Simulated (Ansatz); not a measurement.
Relaxed BaSnO3 (cubic perovskite):

```xyz
5
Lattice="4.1761 0.0000 0.0000 0.0000 4.1761 0.0000 0.0000 0.0000 4.1761" Properties=species:S:1:pos:R:3 pbc="T T T"
Ba     0.0000     0.0000     0.0000
Sn     2.0880     2.0880     2.0880
O      0.0000     2.0880     2.0880
O      2.0880     2.0880     0.0000
O      2.0880     0.0000     2.0880
```

In this cell atom 2 (Sn, nearest neighbour O at 2.088 Å; its periodic images, 4.2 Å or more away, move with it) is moved by u·(0.707, 0.707, 0.000) + v·(0.000, 0.000, 1.000); the rest is frozen.

All values below come from PBE (plane waves to 420 eV, PAW, scalar-relativistic; Ansatz, a program for electronic structure). k mesh 7×7×7 (Γ-centred), Fermi-Dirac smearing 0.05 eV. Compression counts positive. Points where atoms come too close for the PAW data are left out (x in tables, blank in figures). BaSnO3 was relaxed with its symmetry unable to fall.

Changes of P (GPa) from the point u = 0.000 Å, v = 0.000 Å when one coordinate moves alone (two changes are said to add if the coupling is within 5 % of the smaller one, nearly so within 20 %):

```
point                      change
-------------------------  ------
u = 0.000 Å, v = -0.345 Å    9.69
u = -0.690 Å, v = 0.000 Å   32.61
u = -0.345 Å, v = 0.000 Å    8.40
u = 0.345 Å, v = 0.000 Å     8.40
u = 0.690 Å, v = 0.000 Å    32.61
u = 0.000 Å, v = 0.345 Å     9.69
```

Question: What is the change at u = 0.690 Å, v = -0.345 Å, where both move, and how far is it from the sum?

Answer: The sum of the single changes is 32.61 + (9.69) = 42.30; the calculation gives 34.03, so the coupling contributes -8.27 (over 20 % of the smaller single change, not additive).

Question: What is the change at u = 0.345 Å, v = 0.345 Å, where both move, and how far is it from the sum?

Answer: The sum of the single changes is 8.40 + (9.69) = 18.09; the calculation gives 15.69, so the coupling contributes -2.40 (over 20 % of the smaller single change, not additive).

(A displaced cell: forces are minus the slopes of the energy, force constants its curvatures, and phonons follow from these.)
